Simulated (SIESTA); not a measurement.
Here is a SIESTA 5.4.2 calculation.

The input HfO2.fdf:

```
SystemName                      HfO2
SystemLabel                     HfO2
NumberOfSpecies                 2
NumberOfAtoms                   3
%block ChemicalSpeciesLabel
  1  72 Hf
  2   8 O
%endblock ChemicalSpeciesLabel

UseStructFile                   true

%block kgrid.MonkhorstPack
    9   0   0  0.0
    0   9   0  0.0
    0   0   9  0.0
%endblock kgrid.MonkhorstPack
XC.Functional                   VDW
XC.Authors                      DRSLL
PAO.BasisSize                   DZP
PAO.EnergyShift                 0.02 Ry
Mesh.Cutoff                     800 Ry
OccupationFunction              FD
ElectronicTemperature           0.05 eV
MaxSCFIterations                120
SCF.MustConverge                false
SCF.Mixer.Method                Pulay
SCF.Mixer.Weight                0.25
SCF.Mixer.History               8
SCF.DM.Tolerance                5.0e-05
SCF.H.Tolerance                 1.0e-03 eV
WriteForces                     true
Charge.Mulliken                 end
```

Contents of HfO2.STRUCT_IN:

```
   0.0000000000     2.5575000000     2.5575000000
   2.5575000000     0.0000000000     2.5575000000
   2.5575000000     2.5575000000     0.0000000000
3
1  72   -0.0217040000     0.0010940000     0.0152400000
2   8    0.7367000000     0.7456080000     0.7610150000
2   8    0.2430270000     0.2397700000     0.2548860000
```

Potentials or basis: PseudoDojo 0.4 standard (PBE files), DZP (energy shift 0.02 Ry).

Command:

```bash
$ siesta < HfO2.fdf > HfO2.out 2>&1
```

Task: Estimate the largest force.

Result: 0.428 eV/Å.

Task: Predict the pressure.

Result: -1.9 GPa.

Task: Estimate the band gap on the k mesh.

Result: 3.76 eV, indirect (least direct gap 3.99 eV).

Forces on the atoms (eV/Å):
```
Hf  -0.239  0.068  0.056
O   -0.181 -0.021 -0.006
O    0.422 -0.048 -0.052
```

Caveat: semicore shells carry a single zeta, which can move pressures by several GPa and volumes by a few percent; the potentials were made for another functional, which shifts forces and pressure; spin-orbit coupling is left out, which moves the levels of the heavy elements; an odd mesh through Γ misses points on the zone boundary, where band edges often lie; the basis of atomic orbitals isn't converged, which shifts pressures, moduli and gaps.
